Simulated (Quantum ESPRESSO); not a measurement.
Write the native input for Quantum ESPRESSO 7.5 that does the following.

- Task: single point
- Functional: PBE
- Potentials or basis: SSSP 1.3 efficiency PBE
- Cutoff: 816 eV
- Density cutoff: 6531 eV
- k mesh: 9 × 9 × 9
- Occupations: fermi-dirac, width 0.05 eV
- Spin: no spin polarisation
- Mixing beta: 0.5
- Most SCF iterations: 120
- SCF threshold: 4e-10 Ry

NaH:

```
Na H
1.0
     2.95512    0.00000    0.00000
     0.00000    2.95512    0.00000
     0.00000    0.00000    2.95512
Na H
1 1
Direct
  0.01033 0.01309 0.00530
  0.50539 0.50213 0.49095
```

The cell comes from a database or a generator and needn't be the stable form of this composition.

The cell isn't the ideal one: atoms moved at random, drawn with an rms of 0.05 Å.

The input as run:

pw.in

```
&CONTROL
  calculation = 'scf'
  prefix = 'pwscf'
  outdir = './tmp'
  pseudo_dir = './pseudo'
  tprnfor = .true.
  tstress = .true.
  disk_io = 'nowf'
/
&SYSTEM
  ibrav = 0
  nat = 2
  ntyp = 2
  ecutwfc = 60
  ecutrho = 480
  nbnd = 10
  occupations = 'smearing'
  smearing = 'fd'
  degauss = 0.00367493
/
&ELECTRONS
  conv_thr = 4d-10
  electron_maxstep = 120
  mixing_beta = 0.5
/
ATOMIC_SPECIES
Na    22.9898 na_pbe_v1.5.uspp.F.UPF
H      1.0080 H.pbe-rrkjus_psl.1.0.0.UPF
CELL_PARAMETERS angstrom
   2.9551240000    0.0000000000    0.0000000000
   0.0000000000    2.9551240000    0.0000000000
   0.0000000000    0.0000000000    2.9551240000
ATOMIC_POSITIONS crystal
Na     0.0103300000    0.0130930000    0.0053020000
H      0.5053920000    0.5021250000    0.4909550000
K_POINTS automatic
9 9 9 0 0 0
```

Potentials or basis: SSSP 1.3 efficiency PBE.

The run is started by

```console
$ OMP_NUM_THREADS=1 pw.x -in pw.in > pw.out
```

It gave:

The pressure is 0.4 GPa and the largest force is 0.023 eV/Å. The band gap on the k mesh is 1.50 eV, indirect (least direct gap 4.81 eV).

Caveat: an odd mesh through Γ misses points on the zone boundary, where band edges often lie.

Run time: 45 s on 1 thread of Arm Neoverse V2 (shared host), peak memory 0.17 GiB.
